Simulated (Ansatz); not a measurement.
## Zn, fcc: geometry optimisation

These are results of Ansatz 0.2.0, DFT, revPBE, plane waves (420 eV) with PAW, scalar-relativistic, not measurements. The PAW files were generated under PBE, with cores re-solved for the functional.

k-point mesh 14×14×14, Fermi-Dirac smearing 0.1 eV, no spin polarisation. Cell and atoms relax.

Starting structure:

```yaml
crystal:
  lattice:
    - [0.0, 1.9665497572, 1.9665497572]
    - [1.9665497572, 0.0, 1.9665497572]
    - [1.9665497572, 1.9665497572, 0.0]
  atoms:
    - { symbol: Zn, position: [0.0, 0.0, 0.0] }
hamiltonian:
  xc: revpbe
  pseudopotentials:
    kind: paw
    azcp:
      Zn: "pseudopotentials/Zn.paw.azcp"
basis:
  ecutwfc: 420
  fft_grid_basis: typed
kpoints:
  mp_grid: { grid: [14, 14, 14], shift: [0, 0, 0] }
magnetization:
  spin_polarized: false
scf:
  occupations: { method: fermi_dirac, width: 0.1 }
relax:
  max_steps: 60
  f_tol: 0.01
  cell: {}
```

Question: The pressure at the start is 2.1 GPa. By how much does the volume change?

Answer: From 15.21 to 15.69 Å³ per atom, 3.2 %. The final cell has a = 3.974 Å.

Question: How much energy does the relaxation gain?

Answer: 3.1 meV per atom.

Path of the relaxation (the plane waves are chosen anew near the end, which can shift the energy a little):

```csv
step,E − E(final) (meV/atom),V (Å³/atom),P (GPa),max force (eV/Å)
0,3.05,15.211,2.11,0.000
1,0.59,15.539,0.61,0.000
2,0.43,15.678,0.04,0.000
3,0.00,15.678,0.05,0.000
4,0.01,15.690,0.00,0.000
5,0.00,15.690,0.00,0.000
```
